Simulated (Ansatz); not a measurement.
We consider α-quartz-type GeO2 (metastable phase), described by r²SCAN-D4 in Ansatz (PAW).

Run with plane-wave cutoff 560 eV, 12×12×6 k mesh (along the axes of the cell as run), Fermi–Dirac smearing 0.01 eV, scalar-relativistic PAW data made under PBE.

Shape and atoms are relaxed at each volume.

Pressure at four volumes; x = ln(V/13.319 Å³). One pressure is withheld.

```csv
V (Å³/atom),x,P (GPa)
12.786,-0.0408,1.82
13.319,0.0000,0.00
13.585,0.0198,-0.79
13.852,0.0392,?
```

**Question.** Pass a parabola P(x) through the three rows shown, estimate the bulk modulus and its pressure derivative near zero pressure, and predict the withheld pressure.

**Answer.** Slopes between the rows: (0.00 − (1.82))/(0.0000 − (-0.0408)) = -44.61 and (-0.79 − (0.00))/(0.0198 − (0.0000)) = -39.90 GPa. Their difference over the span 0.0606 is c = 4.71/0.0606 = 77.7 GPa, so P(x) = 1.82 + (-44.61)(x − (-0.0408)) + 77.7 (x − (-0.0408))(x − (0.0000)). At the middle row B = −dP/dx = −[-44.61 + 77.7 × 0.0408] = 41.4 GPa, and B′ = dB/dP = 2c/B = 3.8. At x = 0.0392 the parabola gives -1.51 GPa; the run gives -1.52 GPa. The Birch–Murnaghan fit to the energies at all volumes has B0 = 41.5 GPa and B′ = 3.7.

Measured, for comparison: bulk modulus 42 GPa (room temperature, not corrected to a static lattice, from measured elastic constants; as tabulated in Sevik and Bulutay (2007), arXiv:cond-mat/0610176). Computed (rounded) less measured: bulk modulus -1 %.

Note: the bulk modulus comes from volumes at which shape and atoms were relaxed.

Ansatz is an electronic-structure program.
